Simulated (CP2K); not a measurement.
TePt:

```xyz
4
Lattice="7.0431 0.0000 0.0000 5.9280 3.8030 0.0000 5.9280 1.7381 3.3826" Properties=species:S:1:pos:R:3 pbc="T T T"
Pt    2.4506    0.7185    0.4386
Pt   16.4486    4.8226    2.9440
Te    7.5975    2.2275    1.3598
Te   11.3017    3.3136    2.0228
```

Base run:

```yaml
Program: CP2K 2026.2
Functional: TASK
Potentials_or_basis: POTENTIAL_UZH Pt GTH-SCAN-q18, Te GTH-SCAN-q6; TZVP-MOLOPT-SCAN-GTH basis
Density_cutoff: 9184 eV
k_mesh: 8 × 8 × 8
Occupations: fermi-dirac, width 0.05 eV
Spin: no spin polarisation
```

Its results: band gap on the k mesh none (metal or under the smearing width); pressure 7.4 GPa; largest force 0.106 eV/Å.

Q: The run is repeated on the same cell with these changes: functional from TASK to r2SCAN; occupations from fermi-dirac, width 0.05 eV to fermi-dirac, width 0.1 eV. What comes out?

A: Band gap on the k mesh none (metal or under the smearing width); pressure 5.1 GPa; largest force 0.453 eV/Å.

Caveats: spin-orbit coupling is left out, which moves the levels of the heavy elements; the basis of atomic orbitals isn't converged, which shifts pressures, moduli and gaps; the potentials were made for another functional, which shifts forces and pressure (some runs).
